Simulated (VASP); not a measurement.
# Pt (Im-3m) in VASP: a series of runs

The runs below take Pt through single point, with LDA.

Everything below comes from runs of VASP 6.6.1. Logs are shortened: lines on timing, memory, paths and dates and some standing lists are left out, and cuts for length are marked.

### Step 1. The crystal as given

The structure is cubic, space group Im-3m (No. 229). The conventional cell has a = 3.168 Å, b = 3.168 Å, c = 3.168 Å, α = 90.00°, β = 90.00°, γ = 90.00°. Pt (site symmetry m-3m) has 8 Pt at 2.74 Å as nearest neighbours.

This isn't the form of Pt at room conditions, which is fcc.

### Step 2. Single point, LDA

The input, INCAR:

```
PREC = Accurate
ENCUT = 460
EDIFF = 1E-6
ISMEAR = 1
SIGMA = 0.15
LREAL = False
LASPH = True
NELM = 100
ALGO = Normal
ISIF = 2
LWAVE = False
LCHARG = False
GGA = CA
ADDGRID = False
```

The input, KPOINTS:

```
Automatic mesh
0
Gamma
  18 18 18
```

The input, POSCAR:

```
Pt
1.0
   -1.5842200000      1.5842200000      1.5842200000
    1.5842200000     -1.5842200000      1.5842200000
    1.5842200000      1.5842200000     -1.5842200000
Pt
1
Direct
    0.0000000000      0.0000000000      0.0000000000
```

Potentials or basis: VASP PAW LDA potentials, release 64 (Pt).

Started as:

```
cat potpaw_LDA.64/Pt/POTCAR > POTCAR
mpirun -np 1 vasp_std > vasp.out
```

OUTCAR:

```text
PREC = Accurate
   ENCUT = 460
   EDIFF = 1E-6
   ISMEAR = 1
   LREAL = False
   LASPH = True
   NELM = 100
   ISIF = 2
   GGA = CA

 Found    195 irreducible k-points:

 Following reciprocal coordinates:
            Coordinates               Weight
  0.000000  0.000000  0.000000      1.000000
  0.055556  0.000000  0.000000     12.000000
  0.111111  0.000000  0.000000     12.000000
  0.166667  0.000000  0.000000     12.000000
  0.222222  0.000000  0.000000     12.000000
  0.277778  0.000000  0.000000     12.000000
   k-points           NKPTS =    195   k-points in BZ     NKDIM =    195   number of bands    NBANDS=      9
   number of dos      NEDOS =    301   number of ions     NIONS =      1
   total plane-waves  NPLWV =   8000
   dimension x,y,z NGX =    20 NGY =   20 NGZ =   20
   dimension x,y,z NGXF=    40 NGYF=   40 NGZF=   40
   ions per type =               1
   NGX,Y,Z   is equivalent  to a cutoff of  12.12, 12.12, 12.12 a.u.
   NGXF,Y,Z  is equivalent  to a cutoff of  24.23, 24.23, 24.23 a.u.
 SYSTEM =  unknown system
   PREC   = accura    normal or accurate (medium, high low for compatibility)
   ISTART =      0    job   : 0-new  1-cont  2-samecut
   ICHARG =      2    charge: 1-file 2-atom 10-const
   ISPIN  =      1    spin polarized calculation?
   LNONCOLLINEAR =      F non collinear calculations
   LSORBIT =      F    spin-orbit coupling
   LASPH  =      T    aspherical Exc in radial PAW
   ENCUT  =  460.0 eV  33.81 Ry    5.81 a.u.   4.80  4.80  4.80*2*pi/ulx,y,z
   NELM   =    100;   NELMIN=  2; NELMDL= -5     # of ELM steps
   EDIFF  = 0.1E-05   stopping-criterion for ELM
   LREAL  =      F    real-space projection
   EDIFFG = 0.1E-04   stopping-criterion for IOM
   NSW    =      0    number of steps for IOM
   IBRION =     -1    ionic relax: 0-MD 1-quasi-New 2-CG
   NFREE  =      0    steps in history (QN), initial steepest desc. (CG)
   ISIF   =      2    stress and relaxation
   ISYM   =      2    0-nonsym 1-usesym 2-fastsym
   POTIM  = 0.5000    time-step for ionic-motion
   TEBEG  =    0.0;   TEEND  =   0.0 temperature during run
   PSTRESS=    0.0 pullay stress
   NELECT =      10.0000    total number of electrons
   NUPDOWN=      -1.0000    fix difference up-down
   EMIN   =  10.00;   EMAX   =-10.00  energy-range for DOS
   EFERMI =   0.00;   METHOD = LEGACY
   ISMEAR =     1;   SIGMA  =   0.15  broadening in eV -4-tet -1-fermi 0-gaus
   EFERMI_NEDOS =   21; number of points for ismear=-14 and -15
   IALGO  =     38    algorithm
   IMIX   =      4    mixing-type and parameters
     AMIX     =   0.40;   BMIX     =  1.00
     AMIX_MAG =   1.60;   BMIX_MAG =  1.00
  volume/ion in A,a.u.               =      15.90       107.33
  Fermi-wavevector in a.u.,A,eV,Ry     =   1.402510  2.650360 26.763132  1.967035
  Thomas-Fermi vector in A             =   2.525265
   LORBIT       =      0    0 simple, 1 ext, 2 COOP (PROOUT), +10 PAW based schemes
   GGA     = CA    functional components
   LHFCALC =     F    Hartree Fock is set to
   AEXX    =    0.0000 exact exchange contribution
   IVDW    =     0    specifies the selected vdW correction
   LEPSILON=     F    determine dielectric tensor
   LRPA    =     F    only Hartree local field effects (RPA)
 non-spin polarized calculation
 Methfessel and Paxton  Order N= 1 SIGMA  =   0.15
  energy-cutoff  :      460.00
  volume of cell :       15.90
 maximum number of plane-waves:       370
   NGX =  9   NGY =  9   NGZ =  9

 number of electron      10.0000000 magnetization

 Free energy of the ion-electron system (eV)
  ---------------------------------------------------
  ext. energy  EPLUGINS =         0.00000000
  ---------------------------------------------------
  free energy    TOTEN  =        -7.34495220 eV

  energy without entropy =       -7.34647715  energy(sigma->0) =       -7.34546051

 E-fermi :   9.9775     XC(G=0): -13.3766

 val. band max:        9.9491231630   @ k =  -0.3889   0.3889   0.2222
 cond. band min:       9.9897009406   @ k =  -0.3889   0.5000   0.0556
 fundamental gap:      0.0405777776
 Fermi energy:         9.9774730947

 k-point     1 :       0.0000    0.0000    0.0000
  band No.  band energies     occupation
      1       0.4797      2.00000
      2       6.4581      2.00000
      3       6.4581      2.00000
      4       6.4581      2.00000
      5       8.9764      2.00000
      6       8.9764      2.00000
      7      27.0067      0.00000
      8      27.0067      0.00000
      9      27.0067      0.00000

 k-point     2 :       0.0556    0.0000    0.0000
  band No.  band energies     occupation
      1       0.6050      2.00000
      2       6.4091      2.00000
      3       6.4585      2.00000
      4       6.5580      2.00000
      5       8.9119      2.00000
      6       8.9796      2.00000
      7      27.0675      0.00000
      8      27.1112      0.00000
      9      27.1907      0.00000

 k-point     3 :       0.1111    0.0000    0.0000
  band No.  band energies     occupation
      1       0.9706      2.00000
      2       6.2708      2.00000
      3       6.4530      2.00000
      4       6.8533      2.00000
      5       8.7566      2.00000
      6       8.9909      2.00000
      7      27.1639      0.00000
      8      27.2615      0.00000
      9      27.7299      0.00000

 k-point     4 :       0.1667    0.0000    0.0000
  band No.  band energies     occupation
      1       1.5401      2.00000
      2       6.0665      2.00000
      3       6.4346      2.00000
      4       7.3297      2.00000
      5       8.6020      2.00000
      6       9.0141      2.00000
      7      26.8767      0.00000
      8      27.0223      0.00000
      9      28.5866      0.00000

 k-point     5 :       0.2222    0.0000    0.0000
  band No.  band energies     occupation
      1       2.2307      2.00000
      2       5.8271      2.00000
      3       6.4482      2.00000
      4       7.9612      2.00000
      5       8.5331      2.00000
      6       9.0526      2.00000
      7      25.3952      0.00000
      8      26.3992      0.00000
      9      29.7025      0.00000

 k-point     6 :       0.2778    0.0000    0.0000
  band No.  band energies     occupation
      1       2.8786      2.00000
      2       5.5844      2.00000
      3       6.6571      2.00000
      4       8.5737      2.00000
      5       8.7048      2.00000
      6       9.1065      2.00000
      7      23.2370      0.00000
      8      25.4740      0.00000
      9      30.3534      0.00000

 [... further k-points ...]

------------------------ aborting loop because EDIFF is reached ----------------------------------------

  FORCE on cell =-STRESS in cart. coord.  units (eV):
  Direction    XX          YY          ZZ          XY          YZ          ZX
  --------------------------------------------------------------------------------------
  -------------------------------------------------------------------------------------
  Total       -1.5369714     -1.5369714     -1.5369714     -0.0000000     -0.0000000     -0.0000000
  in kB     -154.8352686   -154.8352686   -154.8352686     -0.0000000     -0.0000000     -0.0000000
  external PRESSURE =    -154.8352686 kB  Pullay stress =       0.0000000 kB

 VOLUME and BASIS-vectors are now :
 -----------------------------------------------------------------------------
  energy-cutoff  :      460.00
  volume of cell :       15.90
      direct lattice vectors                 reciprocal lattice vectors
    -1.584220000  1.584220000  1.584220000     0.000000000  0.315612731  0.315612731
     1.584220000 -1.584220000  1.584220000     0.315612731  0.000000000  0.315612731
     1.584220000  1.584220000 -1.584220000     0.315612731  0.315612731  0.000000000

 POSITION                                       TOTAL-FORCE (eV/Angst)
 -----------------------------------------------------------------------------------
      0.00000      0.00000      0.00000        -0.000000     -0.000000     -0.000000
 -----------------------------------------------------------------------------------
    total drift:                                0.000000     -0.000000      0.000000

  FREE ENERGIE OF THE ION-ELECTRON SYSTEM (eV)
  ---------------------------------------------------
  free  energy   TOTEN  =        -7.3449521950 eV

  energy  without entropy=       -7.3464771515  energy(sigma->0) =       -7.34546051
```

Wall time 16 s (1 thread of Intel Xeon Platinum 8488C (Sapphire Rapids), shared host); peak memory 0.13 GiB.

These settings aren't checked as converged: the numbers below hold their error.

Results:

| Property | Result |
| --- | --- |
| Free energy | -7.3450 eV |
| Pressure | -15.5 GPa |
| Band gap on the k mesh | none (metal or under the smearing width) |

### Step 3. Single point, LDA

INCAR, as its differences from that of step 2:

```diff
@@ -1,3 +1,3 @@
 PREC = Accurate
-ENCUT = 460
+ENCUT = 520
 EDIFF = 1E-6
```

KPOINTS is that of step 2.

POSCAR is that of step 2.

Potentials or basis: VASP PAW LDA potentials, release 64 (Pt).

Started as:

```
cat potpaw_LDA.64/Pt/POTCAR > POTCAR
mpirun -np 1 vasp_std > vasp.out
```

It took 13 s on 1 thread of Intel Xeon Platinum 8488C (Sapphire Rapids), shared host; peak memory 0.14 GiB.

These settings aren't checked as converged: the numbers below hold their error.

What came out:

- Free energy: -7.3448 eV
- Pressure: -15.6 GPa
- Band gap on the k mesh: none (metal or under the smearing width)

### Step 4. Single point, LDA

INCAR, as its differences from that of step 3:

```diff
@@ -4,3 +4,3 @@
 ISMEAR = 1
-SIGMA = 0.15
+SIGMA = 0.1
 LREAL = False
```

KPOINTS is that of step 3.

POSCAR is that of step 3.

Potentials or basis: VASP PAW LDA potentials, release 64 (Pt).

Started as:

```
cat potpaw_LDA.64/Pt/POTCAR > POTCAR
mpirun -np 1 vasp_std > vasp.out
```

OUTCAR:

```text
PREC = Accurate
   ENCUT = 520
   EDIFF = 1E-6
   ISMEAR = 1
   LREAL = False
   LASPH = True
   NELM = 100
   ISIF = 2
   GGA = CA

 Found    195 irreducible k-points:

 Following reciprocal coordinates:
            Coordinates               Weight
  0.000000  0.000000  0.000000      1.000000
  0.055556  0.000000  0.000000     12.000000
  0.111111  0.000000  0.000000     12.000000
  0.166667  0.000000  0.000000     12.000000
  0.222222  0.000000  0.000000     12.000000
  0.277778  0.000000  0.000000     12.000000
   k-points           NKPTS =    195   k-points in BZ     NKDIM =    195   number of bands    NBANDS=      9
   number of dos      NEDOS =    301   number of ions     NIONS =      1
   total plane-waves  NPLWV =   8000
   dimension x,y,z NGX =    20 NGY =   20 NGZ =   20
   dimension x,y,z NGXF=    40 NGYF=   40 NGZF=   40
   ions per type =               1
   NGX,Y,Z   is equivalent  to a cutoff of  12.12, 12.12, 12.12 a.u.
   NGXF,Y,Z  is equivalent  to a cutoff of  24.23, 24.23, 24.23 a.u.
 SYSTEM =  unknown system
   PREC   = accura    normal or accurate (medium, high low for compatibility)
   ISTART =      0    job   : 0-new  1-cont  2-samecut
   ICHARG =      2    charge: 1-file 2-atom 10-const
   ISPIN  =      1    spin polarized calculation?
   LNONCOLLINEAR =      F non collinear calculations
   LSORBIT =      F    spin-orbit coupling
   LASPH  =      T    aspherical Exc in radial PAW
[... 60 lines left out ...]
      1       0.4796      2.00000
      2       6.4570      2.00000
      3       6.4570      2.00000
      4       6.4570      2.00000
      5       8.9754      2.00000
      6       8.9754      2.00000
      7      27.0067      0.00000
      8      27.0067      0.00000
      9      27.0067      0.00000
[... 49 lines left out ...]
 k-point     6 :       0.2778    0.0000    0.0000
  band No.  band energies     occupation
      1       2.8784      2.00000
      2       5.5835      2.00000
      3       6.6564      2.00000
      4       8.5727      2.00000
      5       8.7037      2.00000
      6       9.1053      2.00000
      7      23.2366      0.00000
      8      25.4739      0.00000
      9      30.3529      0.00000

 [... further k-points ...]

------------------------ aborting loop because EDIFF is reached ----------------------------------------

  FORCE on cell =-STRESS in cart. coord.  units (eV):
  Direction    XX          YY          ZZ          XY          YZ          ZX
  --------------------------------------------------------------------------------------
  -------------------------------------------------------------------------------------
  Total       -1.5485399     -1.5485399     -1.5485399      0.0000000      0.0000000      0.0000000
  in kB     -156.0006862   -156.0006862   -156.0006862      0.0000000      0.0000000      0.0000000
  external PRESSURE =    -156.0006862 kB  Pullay stress =       0.0000000 kB

 VOLUME and BASIS-vectors are now :
 -----------------------------------------------------------------------------
  energy-cutoff  :      520.00
  volume of cell :       15.90
      direct lattice vectors                 reciprocal lattice vectors
    -1.584220000  1.584220000  1.584220000     0.000000000  0.315612731  0.315612731
     1.584220000 -1.584220000  1.584220000     0.315612731  0.000000000  0.315612731
     1.584220000  1.584220000 -1.584220000     0.315612731  0.315612731  0.000000000

 POSITION                                       TOTAL-FORCE (eV/Angst)
 -----------------------------------------------------------------------------------
      0.00000      0.00000      0.00000         0.000000      0.000000     -0.000000
 -----------------------------------------------------------------------------------
    total drift:                                0.000000     -0.000000      0.000000

  FREE ENERGIE OF THE ION-ELECTRON SYSTEM (eV)
  ---------------------------------------------------
  free  energy   TOTEN  =        -7.3453419036 eV

  energy  without entropy=       -7.3462879181  energy(sigma->0) =       -7.34565724
```

Run time: 13 s. Hardware: 1 thread of Intel Xeon Platinum 8488C (Sapphire Rapids), shared host; peak memory 0.14 GiB.

The run converged, but some of its settings lie outside the range that counts as converged, so its numbers aren't taken as properties of the crystal.

What came out:

```yaml
Free_energy: -7.3453 eV
Pressure: -15.6 GPa
Band_gap_on_the_k_mesh: none (metal or under the smearing width)
```
